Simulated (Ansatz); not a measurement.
## CdI2-type HfO₂

Computed with Ansatz (plane waves, PAW, 420 eV cutoff): PBEsol, scalar-relativistic, no spin polarisation, Γ-centred 12×12×6 mesh, 0.05 eV Gaussian smearing; PAW files: Ansatz's generated set soft_2.

```
Hf O
1.0
     3.21878    0.00000    0.00000
    -1.60939    2.78755    0.00000
     0.00000    0.00000    5.10676
Hf O
1 2
Direct
  0.00000 0.00000 0.00000
  0.33333 0.66667 0.18898
  0.66667 0.33333 0.81102
```

The start was a prototype's sites filled with these elements. The Crystallography Open Database lists the compound in space groups P21/c, Pbca, Fm-3m, so this is a trial structure.

At this volume the pressure is 0.05 GPa.

Elastic constants come from the stress of slightly strained cells with relaxed atoms, in GPa, Voigt order xx, yy, zz, yz, xz, xy in the Cartesian frame of the vectors above.

```
331.5  72.2   1.3  -1.9   0.0   0.0
 72.2 331.5   1.3   1.9   0.0   0.0
  1.3   1.3   3.4   0.0   0.0   0.0
 -1.9   1.9   0.0   0.3   0.0   0.0
  0.0   0.0   0.0   0.0   0.3  -1.9
  0.0   0.0   0.0   0.0  -1.9 129.6
```

Problem. Is the crystal mechanically stable, and what are its polycrystalline moduli?

Solution. Barely stable, as one strain costs little beside K, so the averaged shear moduli are uncertain: the smallest eigenvalue of the tensor is 0.2 GPa. Hill averages: K = 47 GPa, G = 33 GPa, E = 80 GPa, ν = 0.22.

It took of the order of 8 core-minutes on a shared host.

 Spin–orbit coupling, which matters for such heavy elements, is left out.
